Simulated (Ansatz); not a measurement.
**Ca, one cell by several methods**

```
Ca
1.0
     3.92621    0.00000    0.00000
    -1.96310    3.40020    0.00000
     0.00000    0.00000    6.43188
Ca
2
Cartesian
  0.0000 2.2668 1.6080
  1.9631 1.1334 4.8239
```

Atoms are numbered in the order listed.

Structure: COD 9008489, as refined from experiment and not relaxed. It was measured hot, at 723 K. The listed cell was then made from it by scaling, straining or moving an atom.

Methods: DFT, PBE, PAW with Ansatz's default frozen-core files, scalar-relativistic (Ansatz 0.2.0); DFT, PBE, all-electron PAW with datasets made for the crystal, scalar-relativistic (Ansatz 0.2.0); DFT, PBE, all-electron LAPW, scalar-relativistic (Ansatz 0.2.0).

For PAW: a Γ-centred 11×11×6 k mesh, Fermi–Dirac smearing of 0.08 eV, cutoff 420 eV, no spin polarisation. The crystal-made all-electron datasets (AE datasets) take a cutoff of 200 eV at this cell. LAPW targets a basis error of 0.5 meV/atom. The Ansatz runs share mesh, smearing and spin set-up. Plane-wave (PAW) pressures include the program's estimate of the Pulay term.

Stress and pressure are positive in compression.

The change that made this cell: volume scaled by 0.96.

| quantity | PAW | AE datasets | LAPW |
| --- | --- | --- | --- |
| pressure (GPa) | -0.20 | -0.20 | -0.20 |
| stress xx (GPa) | -0.24 | -0.24 | -0.24 |
| stress zz (GPa) | -0.12 | -0.12 | -0.12 |

PAW's pressure differs from the LAPW value by about 0.01 GPa or less.
